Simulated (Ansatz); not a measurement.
**MgS: the cell at several levels of theory**

The task here is to estimate one member of a computed series from the others.

Code: Ansatz 0.2.0. PAW datasets, plane waves, zero pressure. Computed, not measured; no magnetism was allowed, and the structure may never have been made.

1 further run of the same task is left out (for a known fault of the program).

## The cell

This is the cell as the run starts from it, not yet at rest; its lengths are not the crystal's.

The symmetry is Pm-3m (No. 221, cubic); a = 3.061 Å in the conventional setting, 14.34 Å³ an atom. Near Mg stand 8 S at 2.65 Å; near S stand 8 Mg at 2.65 Å.

The structure in full:

```cif
data_structure
_symmetry_space_group_name_H-M 'Pm-3m'
_symmetry_Int_Tables_number 221
_cell_length_a 3.0607
_cell_length_b 3.0607
_cell_length_c 3.0607
_cell_angle_alpha 90.000
_cell_angle_beta 90.000
_cell_angle_gamma 90.000
_cell_volume 28.67
loop_
_atom_site_label
_atom_site_type_symbol
_atom_site_symmetry_multiplicity
_atom_site_Wyckoff_symbol
_atom_site_fract_x
_atom_site_fract_y
_atom_site_fract_z
_atom_site_occupancy
Mg1 Mg 1 a 0.00000 0.00000 0.00000 1
S1 S 1 b 0.50000 0.50000 0.50000 1
```

The first run:

input.yaml reads:

```yaml
crystal:
  lattice:
    - [3.0606965898, 0.0, 0.0]
    - [0.0, 3.0606965898, 0.0]
    - [0.0, 0.0, 3.0606965898]
  atoms:
    - { symbol: Mg, position: [0.0, 0.0, 0.0] }
    - { symbol: S, position: [0.5, 0.5, 0.5] }
kpoints:
  mp_grid: { grid: [8, 8, 8] }
hamiltonian:
  xc: pbe
scf:
  occupations: { method: fermi_dirac, width: 0.02 }
relax:
  f_tol: 0.005
  cell: {}
```

Steps of the session up to this table: PBE: cell and atoms; Relaxing with r2SCAN; Relaxation with PBEsol; Relaxing with LDA; Relaxing with HSE06.

One table of the session follows, with a row left open; its other results are not shown here.

```
 level  a (Å)  volume (Å³/atom)
   PBE  3.274            17.547
r2SCAN      ?                 ?
PBEsol  3.245            17.080
   LDA  3.213            16.579
 HSE06  3.257            17.269
```

Q: Estimate the row for r2SCAN from the others.

As computed: a (Å): 3.263; volume (Å³/atom): 17.368. In the column «a (Å)» it lies between HSE06 (3.257) and PBE (3.274).

The first relaxation changed the volume by +22.4 % from the start. LDA gives the smallest cell and PBE the largest; they differ by 5.8 % in volume, a mean of 1.9 % in length. The meshes differ: PBE 8×8×8, r2SCAN 8×8×8, PBEsol 8×8×8, LDA 8×8×8, HSE06 6×6×6.
